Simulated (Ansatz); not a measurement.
# C (C, beta-Sn type): the cost of one run

Program: Ansatz 0.2.0. Level of theory: DFT RPBE, plane waves (420 eV) with PAW, scalar-relativistic; PAW files made under PBE, frozen cores solved again for the functional. These are calculated values, not measurements.

### Step 1. The structure to begin with

The structure is tetragonal, space group I4_1/amd (No. 141). Conventional cell: a = 3.706 Å, b = 3.706 Å, c = 2.023 Å, α = 90.00°, β = 90.00°, γ = 90.00°. C (site symmetry -4m2) has 6 C at 1.92 to 2.02 Å as nearest neighbours.

As a file:

```
CELL_PARAMETERS angstrom
-1.85292 1.85292 1.01169
1.85292 -1.85292 1.01169
1.85292 1.85292 -1.01169
ATOMIC_POSITIONS crystal
C 0.00000 0.00000 0.00000
C 0.75000 0.25000 0.50000
```

### Step 2. Geometry optimisation

The input, input.yaml:

```yaml
crystal:
  lattice:
    - [-1.8529167617, 1.8529167617, 1.0116925519]
    - [1.8529167617, -1.8529167617, 1.0116925519]
    - [1.8529167617, 1.8529167617, -1.0116925519]
  atoms:
    - { symbol: C, position: [0.0, 0.0, 0.0] }
    - { symbol: C, position: [0.75, 0.25, 0.5] }
hamiltonian:
  xc: rpbe
  pseudopotentials:
    kind: paw
    azcp:
      C: "pseudopotentials/C.paw.azcp"
basis:
  ecutwfc: 420
  fft_grid_basis: typed
kpoints:
  mp_grid: { grid: [17, 17, 12], shift: [0, 0, 0] }
magnetization:
  spin_polarized: false
scf:
  occupations: { method: fermi_dirac, width: 0.1 }
relax:
  max_steps: 60
  f_tol: 0.01
  cell: {}
```

What time and memory should one allow on 2 threads of Arm Neoverse V1, shared host?

About 89 s, with a peak of 0.41 GiB.
